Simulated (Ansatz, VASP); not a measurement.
## Au: VASP beside Ansatz

Contents of INCAR:

```
SYSTEM = Au
  AGGAC = 1.0
  AGGAX = 1.0
  ALDAC = 0.0
  ALDAX = 1.0
  ALGO = Normal
  EDIFF = 1E-6
  ENCUT = 520
  GGA = B5
  ISIF = 2
  ISMEAR = -1
  LASPH = .True.
  LCHARG = .False.
  LREAL = .False.
  LWAVE = .False.
  NBANDS = 12
  NELM = 80
  PREC = Accurate
  SIGMA = 0.1
```

The input KPOINTS:

```
k-points
0
Gamma
  15 15 15
  0 0 0
```

Contents of POSCAR:

```
Au
1.0
   -1.7623962307      1.7623962307      1.7623962307
    1.7623962307     -1.7623962307      1.7623962307
    1.7623962307      1.7623962307     -1.7623962307
Au
1
Direct
    0.0000000000      0.0000000000      0.0000000000
```

Input for Ansatz:

```yaml
crystal:
  lattice:
    - [-1.7623962307, 1.7623962307, 1.7623962307]
    - [1.7623962307, -1.7623962307, 1.7623962307]
    - [1.7623962307, 1.7623962307, -1.7623962307]
  atoms:
    - { symbol: Au, position: [0.0, 0.0, 0.0] }
hamiltonian:
  xc: blyp
  pseudopotentials:
    kind: paw
    azcp:
      Au: "pseudopotentials/Au.paw.azcp"
basis:
  ecutwfc: 420
  fft_grid_basis: typed
kpoints:
  mp_grid: { grid: [15, 15, 15], shift: [0, 0, 0] }
magnetization:
  spin_polarized: false
scf:
  occupations: { method: fermi_dirac, width: 0.1 }
  lower_state_search: "off"
output:
  stress: true
```

Alike in both runs: task single point; functional BLYP; k mesh 15 × 15 × 15; occupations fermi-dirac, width 0.1 eV; no spin polarisation.

|  | VASP | Ansatz |
| --- | --- | --- |
| version | VASP 6.6.1 | Ansatz 0.2.0 |
| potentials or method | VASP PAW PBE potentials, release 64 (Au) | plane waves (420 eV) with PAW, scalar-relativistic |
| plane-wave cutoff (eV) | 520 | 420 |
| valence electrons in the cell | 11 | 19 |

VASP gave:

```
pressure (GPa) : -7.9
```

What did Ansatz give for the same quantities?

Pressure (GPa): -8.1.

The two sets of potentials don't hold the same shells in valence.

Caveats: the PAW data sets were made with another functional, which shifts forces and pressure a little (VASP). The runs have no spin-orbit coupling, so splittings on Au are missing.
